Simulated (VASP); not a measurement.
# TePb (Fm-3m) in VASP: a series of runs

Runs on TePb. Level: PBE. Tasks: single point.

All numbers are computed with VASP 6.6.1; they aren't measurements. Logs are shortened: lines on timing, memory, paths and dates and some standing lists are left out, and cuts for length are marked.

## Step 1: Starting point

The structure is cubic, space group Fm-3m (No. 225). Conventional cell: a = 6.462 Å, b = 6.462 Å, c = 6.462 Å, α = 90.00°, β = 90.00°, γ = 90.00°. Around Pb (site symmetry m-3m) lie 6 Te at 3.23 Å. Te (site symmetry m-3m) is surrounded by 6 Pb at 3.23 Å.

## Step 2: Single point, PBE

The input, INCAR:

```
SYSTEM = TePb
ADDGRID = .False.
ALGO = Normal
EDIFF = 1E-7
ENCUT = 340
GGA = PE
ISIF = 2
ISMEAR = 0
LASPH = .True.
LCHARG = .False.
LREAL = .False.
LWAVE = .False.
NELM = 100
PREC = Accurate
SIGMA = 0.05
```

The input, KPOINTS:

```
k-points
0
Gamma
  9 9 9
  0 0 0
```

The input, POSCAR:

```
TePb
1.0
    0.0000000000      3.2310000000      3.2310000000
    3.2310000000      0.0000000000      3.2310000000
    3.2310000000      3.2310000000      0.0000000000
Pb Te
1 1
Direct
    0.0000000000      0.0000000000      0.0000000000
    0.5000000000      0.5000000000      0.5000000000
```

Potentials or basis: VASP PAW PBE potentials, release 64 (Pb_d, Te).

On the command line:

```bash
$ cat potpaw_PBE.64/Pb_d/POTCAR potpaw_PBE.64/Te/POTCAR > POTCAR
$ mpirun -np 1 vasp_std > vasp.out
```

OUTCAR:

```text
SYSTEM = TePb
   EDIFF = 1E-7
   ENCUT = 340
   GGA = PE
   ISIF = 2
   ISMEAR = 0
   LASPH = .True.
   LREAL = .False.
   NELM = 100
   PREC = Accurate

 Found     35 irreducible k-points:

 Following reciprocal coordinates:
            Coordinates               Weight
  0.000000  0.000000  0.000000      1.000000
  0.111111  0.000000  0.000000      8.000000
  0.222222  0.000000  0.000000      8.000000
  0.333333  0.000000  0.000000      8.000000
  0.444444  0.000000  0.000000      8.000000
  0.111111  0.111111  0.000000      6.000000
   k-points           NKPTS =     35   k-points in BZ     NKDIM =     35   number of bands    NBANDS=     14
   number of dos      NEDOS =    301   number of ions     NIONS =      2
   total plane-waves  NPLWV =  21952
   dimension x,y,z NGX =    28 NGY =   28 NGZ =   28
   dimension x,y,z NGXF=    56 NGYF=   56 NGZF=   56
   ions per type =               1   1
   NGX,Y,Z   is equivalent  to a cutoff of  10.19, 10.19, 10.19 a.u.
   NGXF,Y,Z  is equivalent  to a cutoff of  20.37, 20.37, 20.37 a.u.
 SYSTEM =  TePb
   PREC   = accura    normal or accurate (medium, high low for compatibility)
   ISTART =      0    job   : 0-new  1-cont  2-samecut
   ICHARG =      2    charge: 1-file 2-atom 10-const
   ISPIN  =      1    spin polarized calculation?
   LNONCOLLINEAR =      F non collinear calculations
   LSORBIT =      F    spin-orbit coupling
   LASPH  =      T    aspherical Exc in radial PAW
   ENCUT  =  340.0 eV  24.99 Ry    5.00 a.u.   6.87  6.87  6.87*2*pi/ulx,y,z
   NELM   =    100;   NELMIN=  2; NELMDL= -5     # of ELM steps
   EDIFF  = 0.1E-06   stopping-criterion for ELM
   LREAL  =      F    real-space projection
   EDIFFG = 0.1E-05   stopping-criterion for IOM
   NSW    =      0    number of steps for IOM
   IBRION =     -1    ionic relax: 0-MD 1-quasi-New 2-CG
   NFREE  =      0    steps in history (QN), initial steepest desc. (CG)
   ISIF   =      2    stress and relaxation
   ISYM   =      2    0-nonsym 1-usesym 2-fastsym
   POTIM  = 0.5000    time-step for ionic-motion
   TEBEG  =    0.0;   TEEND  =   0.0 temperature during run
   PSTRESS=    0.0 pullay stress
   NELECT =      20.0000    total number of electrons
   NUPDOWN=      -1.0000    fix difference up-down
   EMIN   =  10.00;   EMAX   =-10.00  energy-range for DOS
   EFERMI =   0.00;   METHOD = LEGACY
   ISMEAR =     0;   SIGMA  =   0.05  broadening in eV -4-tet -1-fermi 0-gaus
   EFERMI_NEDOS =   21; number of points for ismear=-14 and -15
   IALGO  =     38    algorithm
   IMIX   =      4    mixing-type and parameters
     AMIX     =   0.40;   BMIX     =  1.00
     AMIX_MAG =   1.60;   BMIX_MAG =  1.00
  volume/ion in A,a.u.               =      33.73       227.62
  Fermi-wavevector in a.u.,A,eV,Ry     =   1.091619  2.062861 16.213147  1.191633
  Thomas-Fermi vector in A             =   2.227868
   LORBIT       =      0    0 simple, 1 ext, 2 COOP (PROOUT), +10 PAW based schemes
   GGA     = PE    functional components
   LHFCALC =     F    Hartree Fock is set to
   AEXX    =    0.0000 exact exchange contribution
   IVDW    =     0    specifies the selected vdW correction
   LEPSILON=     F    determine dielectric tensor
   LRPA    =     F    only Hartree local field effects (RPA)
 non-spin polarized calculation
 Gauss-broadening in eV      SIGMA  =   0.05
  energy-cutoff  :      340.00
  volume of cell :       67.46
 maximum number of plane-waves:       969
   NGX = 13   NGY = 13   NGZ = 13

 number of electron      20.0000014 magnetization

 Free energy of the ion-electron system (eV)
  ---------------------------------------------------
  ext. energy  EPLUGINS =         0.00000000
  ---------------------------------------------------
  free energy    TOTEN  =        -7.49967713 eV

  energy without entropy =       -7.49967713  energy(sigma->0) =       -7.49967713

 E-fermi :   5.8052     XC(G=0):  -9.3004

 val. band max:        5.5579340074   @ k =   0.4444   0.0000   0.0000
 cond. band min:       6.4688658400   @ k =   0.4444   0.0000   0.0000
 fundamental gap:      0.9109318326
 Fermi energy:         5.8051899213

 k-point     1 :       0.0000    0.0000    0.0000
  band No.  band energies     occupation
      1     -11.0903      2.00000
      2     -11.0903      2.00000
      3     -11.0806      2.00000
      4     -11.0806      2.00000
      5     -11.0806      2.00000
      6      -6.3943      2.00000
      7       0.0289      2.00000
      8       4.2780      2.00000
      9       4.2780      2.00000
     10       4.2780      2.00000
     11       9.7027      0.00000
     12       9.7027      0.00000
     13       9.7027      0.00000
     14      11.4214      0.00000

 k-point     2 :       0.1111    0.0000    0.0000
  band No.  band energies     occupation
      1     -11.0918      2.00000
      2     -11.0918      2.00000
      3     -11.0805      2.00000
      4     -11.0791      2.00000
      5     -11.0791      2.00000
      6      -6.2882      2.00000
      7      -0.3227      2.00000
      8       4.3094      2.00000
      9       4.3094      2.00000
     10       4.4766      2.00000
     11       9.0573      0.00000
     12       9.2116      0.00000
     13       9.2117      0.00000
     14      11.2745      0.00000

 k-point     3 :       0.2222    0.0000    0.0000
  band No.  band energies     occupation
      1     -11.0959      2.00000
      2     -11.0959      2.00000
      3     -11.0798      2.00000
      4     -11.0742      2.00000
      5     -11.0742      2.00000
      6      -5.9798      2.00000
      7      -1.1495      2.00000
      8       4.4069      2.00000
      9       4.4069      2.00000
     10       4.8722      2.00000
     11       7.9971      0.00000
     12       8.3013      0.00000
     13       8.3013      0.00000
     14      11.4417      0.00000

 k-point     4 :       0.3333    0.0000    0.0000
  band No.  band energies     occupation
      1     -11.1010      2.00000
      2     -11.1010      2.00000
      3     -11.0792      2.00000
      4     -11.0682      2.00000
      5     -11.0682      2.00000
      6      -5.5122      2.00000
      7      -2.0986      2.00000
      8       4.5634      2.00000
      9       4.5634      2.00000
     10       5.2462      2.00000
     11       7.0868      0.00000
     12       7.4769      0.00000
     13       7.4769      0.00000
     14      12.2331      0.00000

 k-point     5 :       0.4444    0.0000    0.0000
  band No.  band energies     occupation
      1     -11.1046      2.00000
      2     -11.1046      2.00000
      3     -11.0786      2.00000
      4     -11.0645      2.00000
      5     -11.0645      2.00000
      6      -5.0468      2.00000
      7      -2.8388      2.00000
      8       4.7114      2.00000
      9       4.7114      2.00000
     10       5.5579      2.00000
     11       6.4689      0.00000
     12       6.9683      0.00000
     13       6.9683      0.00000
     14      13.5218      0.00000

 k-point     6 :       0.1111    0.1111    0.0000
  band No.  band energies     occupation
      1     -11.0949      2.00000
      2     -11.0891      2.00000
      3     -11.0820      2.00000
      4     -11.0779      2.00000
      5     -11.0779      2.00000
      6      -6.2530      2.00000
      7      -0.3840      2.00000
      8       4.0685      2.00000
      9       4.0685      2.00000
     10       4.9590      2.00000
     11       8.1043      0.00000
     12       9.7231      0.00000
     13       9.7231      0.00000
     14      10.7236      0.00000

 [... further k-points ...]

------------------------ aborting loop because EDIFF is reached ----------------------------------------

  FORCE on cell =-STRESS in cart. coord.  units (eV):
  Direction    XX          YY          ZZ          XY          YZ          ZX
  --------------------------------------------------------------------------------------
  -------------------------------------------------------------------------------------
  Total        0.7614857      0.7614857      0.7614857      0.0000000      0.0000000      0.0000000
  in kB       18.0855404     18.0855404     18.0855404      0.0000000      0.0000000      0.0000000
  external PRESSURE =      18.0855404 kB  Pullay stress =       0.0000000 kB

 VOLUME and BASIS-vectors are now :
 -----------------------------------------------------------------------------
  energy-cutoff  :      340.00
  volume of cell :       67.46
      direct lattice vectors                 reciprocal lattice vectors
     0.000000000  3.231000000  3.231000000    -0.154750851  0.154750851  0.154750851
     3.231000000  0.000000000  3.231000000     0.154750851 -0.154750851  0.154750851
     3.231000000  3.231000000  0.000000000     0.154750851  0.154750851 -0.154750851

 POSITION                                       TOTAL-FORCE (eV/Angst)
 -----------------------------------------------------------------------------------
      0.00000      0.00000      0.00000        -0.000000     -0.000000      0.000000
      3.23100      3.23100      3.23100         0.000000      0.000000     -0.000000
 -----------------------------------------------------------------------------------
    total drift:                               -0.000000      0.000000      0.000000

  FREE ENERGIE OF THE ION-ELECTRON SYSTEM (eV)
  ---------------------------------------------------
  free  energy   TOTEN  =        -7.4996771294 eV

  energy  without entropy=       -7.4996771294  energy(sigma->0) =       -7.49967713
```

Run time: 13 s. Hardware: 1 thread of Intel Xeon Platinum 8488C (Sapphire Rapids), shared host; peak memory 0.16 GiB.

The run converged, but some of its settings lie outside the range that counts as converged, so its numbers aren't taken as properties of the crystal.

Results:

```yaml
Free_energy: -7.4997 eV
Pressure: 1.8 GPa
```

Caveat: this odd mesh misses L, where the gap lies, so gap, dielectric constants and Born charges aren't listed.

## Step 3: Single point, PBE

INCAR is that of step 2.

KPOINTS is that of step 2.

The input, POSCAR:

```
TePb
1.0
    0.0000000000      3.2310000000      3.2310000000
    3.2310000000      0.0000000000      3.2310000000
    3.2310000000      3.2310000000      0.0000000000
Pb Te
1 1
Direct
   -0.0068530000      0.0005720000     -0.0056850000
    0.5279490000      0.4690950000      0.5208160000
```

Potentials or basis: VASP PAW PBE potentials, release 64 (Pb_d, Te).

On the command line:

```bash
$ cat potpaw_PBE.64/Pb_d/POTCAR potpaw_PBE.64/Te/POTCAR > POTCAR
$ mpirun -np 1 vasp_std > vasp.out
```

Run time: 2.1 min. Hardware: 1 thread of Intel Xeon Platinum 8488C (Sapphire Rapids), shared host; peak memory 0.32 GiB.

These settings aren't checked as converged: the numbers below hold their error.

What came out:

```
Free energy            : -7.4807 eV
Pressure               : 2.3 GPa
Largest force          : 0.247 eV/Å
Band gap on the k mesh : 1.04 eV, direct
```

Caveat: spin-orbit coupling is left out, which as a rule narrows the gap of such compounds by several tenths of an eV; an odd mesh through Γ misses points on the zone boundary, where band edges often lie.

## Step 4: For comparison

An earlier run on the cell as given: functional PBEsol; potentials or basis VASP PAW PBE potentials, release 64 (Pb_d, Te); cutoff 520 eV; k mesh 7 × 7 × 7; occupations fermi-dirac, width 0.05 eV; no spin polarisation.

* Pressure: -0.4 GPa
